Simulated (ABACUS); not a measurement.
Crystal: InPd.

```
In Pd
1.0
     3.27188    0.00000    0.00000
     0.00000    3.27188    0.00000
     0.00000    0.00000    3.27188
In Pd
1 1
Direct
  0.00000 0.00000 0.00000
  0.50000 0.50000 0.50000
```

The cell comes from a database or a generator and needn't be the stable form of this composition.

Base run:

| Property | Result |
| --- | --- |
| Program | ABACUS 3.10.1 |
| Functional | r2SCAN |
| Potentials or basis | SG15 ONCV 1.2 PBE |
| Cutoff | 1361 eV |
| Density cutoff | 5442 eV |
| Basis | DZP LCAO (the cutoffs set its grid) |
| k mesh | 6 × 6 × 6 |
| Occupations | fermi-dirac, width 0.05 eV |
| Spin | no spin polarisation |

Its results: band gap on the k mesh none (metal or under the smearing width); pressure -0.2 GPa.

Task: After a change of settings the same cell gave: band gap on the k mesh none (metal or under the smearing width); pressure -4.5 GPa. Which change was it?
A. functional from r2SCAN to revPBE
B. functional from r2SCAN to PBEsol
C. functional from r2SCAN to BLYP
D. functional from r2SCAN to LDA

Result: D.

Caveats: the atomic orbitals were generated for these runs and aren't a published set; the potentials were made for another functional, which shifts forces and pressure; the basis of atomic orbitals isn't converged, which shifts pressures, moduli and gaps.

Not every run made on this cell is shown here.
